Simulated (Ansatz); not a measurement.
# Molecular dynamics of TaSi₂

Input:

```yaml
accuracy: low
crystal:
  lattice:
    - [-2.429187, 4.207476, 6.671626]
    - [4.858375, 0.0, 6.671626]
    - [4.858375, 8.414952, 0.0]
  atoms:
    - { symbol: Ta, position: [0.0, 0.5, 0.0] }
    - { symbol: Ta, position: [0.4166667, 0.4166667, 0.0416667] }
    - { symbol: Ta, position: [0.3333333, 0.8333333, 0.0833333] }
    - { symbol: Si, position: [0.333325, 0.166675, 0.9999875] }
    - { symbol: Si, position: [0.0833167, 0.7500167, 0.0416667] }
    - { symbol: Si, position: [0.1666583, 8.3e-06, 0.3333458] }
    - { symbol: Si, position: [0.166675, 0.333325, 0.2500125] }
    - { symbol: Si, position: [0.7500167, 0.0833167, 0.0416667] }
    - { symbol: Si, position: [8.3e-06, 0.1666583, 0.0833208] }
    - { symbol: Ta, position: [0.0, 0.5, 0.5] }
    - { symbol: Ta, position: [0.4166667, 0.4166667, 0.5416667] }
    - { symbol: Ta, position: [0.3333333, 0.8333333, 0.5833333] }
    - { symbol: Si, position: [0.333325, 0.166675, 0.4999875] }
    - { symbol: Si, position: [0.0833167, 0.7500167, 0.5416667] }
    - { symbol: Si, position: [0.1666583, 8.3e-06, 0.8333458] }
    - { symbol: Si, position: [0.166675, 0.333325, 0.7500125] }
    - { symbol: Si, position: [0.7500167, 0.0833167, 0.5416667] }
    - { symbol: Si, position: [8.3e-06, 0.1666583, 0.5833208] }
    - { symbol: Ta, position: [0.5, 0.0, 0.25] }
    - { symbol: Ta, position: [0.9166667, 0.9166667, 0.2916667] }
    - { symbol: Ta, position: [0.8333333, 0.3333333, 0.3333333] }
    - { symbol: Si, position: [0.833325, 0.666675, 0.2499875] }
    - { symbol: Si, position: [0.5833167, 0.2500167, 0.2916667] }
    - { symbol: Si, position: [0.6666583, 0.5000083, 0.5833458] }
    - { symbol: Si, position: [0.666675, 0.833325, 0.5000125] }
    - { symbol: Si, position: [0.2500167, 0.5833167, 0.2916667] }
    - { symbol: Si, position: [0.5000083, 0.6666583, 0.3333208] }
    - { symbol: Ta, position: [0.5, 0.0, 0.75] }
    - { symbol: Ta, position: [0.9166667, 0.9166667, 0.7916667] }
    - { symbol: Ta, position: [0.8333333, 0.3333333, 0.8333333] }
    - { symbol: Si, position: [0.833325, 0.666675, 0.7499875] }
    - { symbol: Si, position: [0.5833167, 0.2500167, 0.7916667] }
    - { symbol: Si, position: [0.6666583, 0.5000083, 0.0833458] }
    - { symbol: Si, position: [0.666675, 0.833325, 1.25e-05] }
    - { symbol: Si, position: [0.2500167, 0.5833167, 0.7916667] }
    - { symbol: Si, position: [0.5000083, 0.6666583, 0.8333208] }
basis:
  ecutwfc: 420.0
kpoints:
  mp_grid: { grid: [2, 2, 2] }
hamiltonian:
  xc: pbe
  pseudopotentials: { kind: paw, azcp: { folder: soft_1 } }
scf:
  occupations: { method: fermi_dirac, width: 0.24 }
  lower_state_search: "off"
md:
  timestep: 1.5
  n_steps: 140
  ensemble: nvt_langevin
  temperature: 2800.0
  initial_velocities: maxwell_boltzmann
  seed: 773254
  friction: 0.02
```

Run as:

```bash
$ ansatz run input.yaml --threads 4 --pin off --max-ram 10240MiB --backend cpu --events-out ev --progress --plain --runs-dir out
```

It starts from an unrelaxed structure (largest force component 0.61 eV/Å).

Output, in part (step lines):

```
md step     0: t =     0.00 fs  T =  2722.2 K  F+E_penalty+E_count = -134475.88409554 eV  E_kin = 12.667480 eV  (8 SCF iters)
md step     1: t =     1.50 fs  T =  2807.4 K  F+E_penalty+E_count = -134475.82545310 eV  E_kin = 13.063672 eV  (7 SCF iters)
md step     2: t =     3.00 fs  T =  2650.5 K  F+E_penalty+E_count = -134475.62219289 eV  E_kin = 12.333940 eV  (7 SCF iters)
md step     3: t =     4.50 fs  T =  2617.2 K  F+E_penalty+E_count = -134475.29231897 eV  E_kin = 12.178758 eV  (7 SCF iters)
md step     4: t =     6.00 fs  T =  2425.9 K  F+E_penalty+E_count = -134474.86281751 eV  E_kin = 11.288435 eV  (7 SCF iters)
md step     5: t =     7.50 fs  T =  2412.6 K  F+E_penalty+E_count = -134474.33723082 eV  E_kin = 11.226651 eV  (6 SCF iters)
md step     6: t =     9.00 fs  T =  2279.5 K  F+E_penalty+E_count = -134473.71365152 eV  E_kin = 10.607403 eV  (6 SCF iters)
md step     7: t =    10.50 fs  T =  1935.5 K  F+E_penalty+E_count = -134473.04251737 eV  E_kin = 9.006735 eV  (5 SCF iters)
[... lines left out ...]
```

The steps, from the saved trajectory:

```
time (fs)  T (K)  potential energy less start (eV)
        0   2722                             0.000
        6   2426                             1.021
       12   1930                             3.537
       18   1689                             6.230
       24   1632                             7.754
       30   1708                             7.723
       36   2098                             7.233
       42   2308                             7.585
       48   1864                             8.651
       54   1870                             9.575
       60   1862                            10.229
       66   1682                            10.443
       72   1701                             9.796
       78   2348                             9.111
       84   2522                             8.635
       90   2845                             8.996
       96   2630                             9.696
      102   2302                            10.391
      108   2162                            11.356
      114   2053                            12.184
      120   2372                            12.487
      126   3013                            11.219
      132   3000                             9.599
      138   2964                             9.212
      144   3119                            10.045
      150   2714                            11.489
      156   2565                            12.461
      162   2565                            12.709
      168   2709                            12.053
      174   2942                            12.173
      180   2754                            12.396
      186   2763                            12.147
      192   2498                            11.634
      198   3032                            11.516
      204   2722                            12.251
      210   2353                            13.021
```

The run went to its last step. A run of 0.21 ps of so small a system gives no equilibrium averages. Limits of this set-up: coarse k mesh, low accuracy level.

Mean squared displacements from the first frame to the last, about the centre of mass: Ta 0.07 Å², Si 0.13 Å².

Last frame:

```xyz
36
Lattice="-2.4292 4.2075 6.6716 4.8584 0.0000 6.6716 4.8584 8.4150 0.0000" Properties=species:S:1:pos:R:3
Ta 2.410 -0.055 3.326
Ta 0.909 2.387 5.929
Ta 3.670 2.269 7.580
Si 4.720 9.853 3.199
Si 3.441 1.123 5.319
Si 1.278 3.632 0.697
Si 2.217 2.670 3.184
Si -1.405 3.672 5.749
Si 1.119 0.401 1.218
Ta 4.878 4.249 3.376
Ta 3.731 6.566 5.506
Ta 5.953 6.110 7.598
Si 2.440 5.253 3.243
Si 6.163 4.823 5.349
Si 3.679 8.049 0.913
Si 4.566 6.960 3.314
Si 0.729 7.699 5.735
Si 3.216 4.691 1.039
Ta -0.017 4.111 3.233
Ta 3.500 6.237 12.172
Ta 1.108 6.394 7.851
Si 2.376 5.477 9.880
Si 1.017 4.956 5.686
Si 3.467 7.771 7.618
Si 4.947 7.021 10.234
Si 3.506 3.922 5.326
Si 3.594 4.988 7.345
Ta 2.428 8.469 3.430
Ta 6.196 10.307 12.136
Ta 3.138 10.511 7.844
Si 5.245 10.237 9.679
Si 3.841 8.928 5.288
Si 1.476 3.659 8.054
Si 2.667 2.675 10.098
Si 6.082 7.695 5.774
Si 5.751 9.027 7.776
```

Time of the run: 21 min on 4 threads of Arm Neoverse V2, with other jobs on the host, peak memory 2.6 GiB.
